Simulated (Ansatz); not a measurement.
## SrO in Ansatz: the effect of functional

SrO:

```
Sr O
1.0
     3.60005    0.00000    0.00000
    -1.80002    3.11773    0.00000
     0.00000    0.00000    6.29912
Sr O
2 2
Direct
  0.66667 0.33333 0.75000
  0.33333 0.66667 0.25000
  0.00000 0.00000 0.50000
  0.00000 0.00000 0.00000
```

Measurements of this composition are mostly on another form, of space group No. 225.

The cell isn't the ideal one: volume scaled by 1.04.

Alike in all runs:

| Property | Result |
| --- | --- |
| Program | Ansatz 0.2.0 |
| Task | single point |
| Potentials or basis | Ansatz PAW |
| k mesh | 9 × 9 × 5 |
| Occupations | fermi-dirac, width 0.05 eV |
| Spin | no spin polarisation |

| functional | cutoff | gap on the mesh (eV) | pressure (GPa) |
| --- | --- | --- | --- |
| LDA | 420 eV (not typed: the program's choice for these potentials) | 2.65 | -8.3 |
| PBEsol | 420 eV (not typed: the program's choice for these potentials) | ? | ? |
| r2SCAN | 500 eV (not typed: the program's choice for these potentials) | 3.43 | -3.6 |

What does the run with functional PBEsol give?

gap on the mesh 2.72 eV; pressure -5.3 GPa.

Caveats: odd divisions of the mesh miss points on the zone boundary, where band edges often lie, so the gap on the mesh can be too wide; the PAW data sets come from PBE, with cores solved anew for the run's functional, which leaves a small shift of forces and pressure.

A k mesh can miss the band edges.
